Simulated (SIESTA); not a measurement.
Band structure of CoSb3 (Im-3, 16 atoms in the cell).

```yaml
crystal:
  lattice:
    - [-4.57186, 4.57186, 4.57186]
    - [4.57186, -4.57186, 4.57186]
    - [4.57186, 4.57186, -4.57186]
  atoms:
    - { symbol: Co, position: [0.00000, 0.00000, 0.50000] }
    - { symbol: Co, position: [0.50000, 0.50000, 0.50000] }
    - { symbol: Co, position: [0.00000, 0.50000, 0.00000] }
    - { symbol: Co, position: [0.50000, 0.00000, 0.00000] }
    - { symbol: Sb, position: [0.84126, 0.17511, 0.33385] }
    - { symbol: Sb, position: [0.15874, 0.82489, 0.66615] }
    - { symbol: Sb, position: [0.84126, 0.50741, 0.66615] }
    - { symbol: Sb, position: [0.15874, 0.49259, 0.33385] }
    - { symbol: Sb, position: [0.33385, 0.84126, 0.17511] }
    - { symbol: Sb, position: [0.66615, 0.15874, 0.82489] }
    - { symbol: Sb, position: [0.66615, 0.84126, 0.50741] }
    - { symbol: Sb, position: [0.33385, 0.15874, 0.49259] }
    - { symbol: Sb, position: [0.17511, 0.33385, 0.84126] }
    - { symbol: Sb, position: [0.82489, 0.66615, 0.15874] }
    - { symbol: Sb, position: [0.50741, 0.66615, 0.84126] }
    - { symbol: Sb, position: [0.49259, 0.33385, 0.15874] }
```

Method: GGA PBE with spin-orbit coupling, numerical atomic orbitals DZP, PseudoDojo PBE fully relativistic norm-conserving potentials (rewritten from UPF to PSML) (SIESTA).

Settings: XC.functional = GGA; XC.authors = PBE; potentials = PseudoDojo PBE fully relativistic; PAO.BasisSize = DZP; PAO.EnergyShift = 0.01 Ry; MeshCutoff = 350 Ry; kgrid.MonkhorstPack = 4 4 4; OccupationFunction = FD; ElectronicTemperature = 0.1 eV; Spin = spin-orbit; MaxSCFIterations = 150; SCF.Mixer.Method = Pulay; SCF.Mixer.Weight = 0.2; SCF.Mixer.History = 6.

The starting cell comes from a database of computed structures (which also holds hypothetical and non-ambient phases and stackings), without a prior relaxation at this level. Its lattice was rescaled by a random factor within 2.5 % of one. Values carry the incompleteness of an atom-centred basis.

Levels in eV from the Fermi level, bands 245 to 250:
```json
[
 {"point": "Γ", "245": "-0.52", "246": "-0.52", "247": "0.05", "248": "0.05", "249": "0.12", "250": "0.12"},
 {"point": "H", "245": "-1.05", "246": "-1.05", "247": "-0.99", "248": "-0.99", "249": "0.39", "250": "0.39"},
 {"point": "N", "245": "-0.49", "246": "-0.49", "247": "-0.42", "248": "-0.42", "249": "0.69", "250": "0.69"},
 {"point": "P", "245": "-0.56", "246": "-0.56", "247": "-0.36", "248": "-0.36", "249": "0.68", "250": "0.68"}
]
```

Bands cross the Fermi level along this path, so the cell is metallic at this level.

Higher empty bands are left out: an atom-centred basis made for the valence describes them poorly.

The net moment of the cell came out as 0.00 μB.
